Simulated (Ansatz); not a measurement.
The system is MnS.

```
Mn S
1.0
     0.00000    2.47346    2.47346
     2.47346    0.00000    2.47346
     2.47346    2.47346    0.00000
Mn S
1 1
Cartesian
  0.0000 0.0000 0.0000
  3.7102 3.7102 3.7102
```

The cell is a database's computed one.

Base run:

```yaml
Program: Ansatz 0.2.0
Functional: PBE
Potentials_or_basis: Ansatz PAW
Cutoff: 500 eV
Density_cutoff: 2000 eV
k_mesh: 9 × 9 × 9
Occupations: fermi-dirac, width 0.05 eV
Spin: collinear spin, ferromagnetic start
Starting_moments: "[4.0, 0.0] μB"
```

Its results: band gap on the k mesh none (metal or under the smearing width); pressure 3.0 GPa; net moment 0.22 μB per cell; site moments Mn +0.19; S -0.00 μB.

Q: After a change of settings the same cell gave: band gap on the k mesh none (metal or under the smearing width); pressure 6.4 GPa; net moment 0.22 μB per cell; site moments Mn +0.19; S -0.00 μB. Which change was it?
A. functional from PBE to exchange-only PBE; cutoff from 500 eV to 420 eV (not typed: the program's choice for these potentials)
B. potentials or basis from Ansatz PAW to Ansatz NC with PseudoDojo standard (PBE files); cutoff from 500 eV to 1306 eV (not typed: the program's choice for these potentials)
C. functional from PBE to RPBE; cutoff from 500 eV to 420 eV (not typed: the program's choice for these potentials)

A: C.

RPBE binds less tightly than PBE, so the same cell stands under more pressure.

Caveats: the moment fell far below its start of 4 μB, so a state of higher moment may lie lower in energy; semilocal functionals often make such compounds metallic where correlation or magnetic order opens a gap, which also shifts bond lengths; the starting moments weren't kept; the PAW data sets come from PBE, with cores solved anew for the run's functional, which leaves a small shift of forces and pressure (some runs).
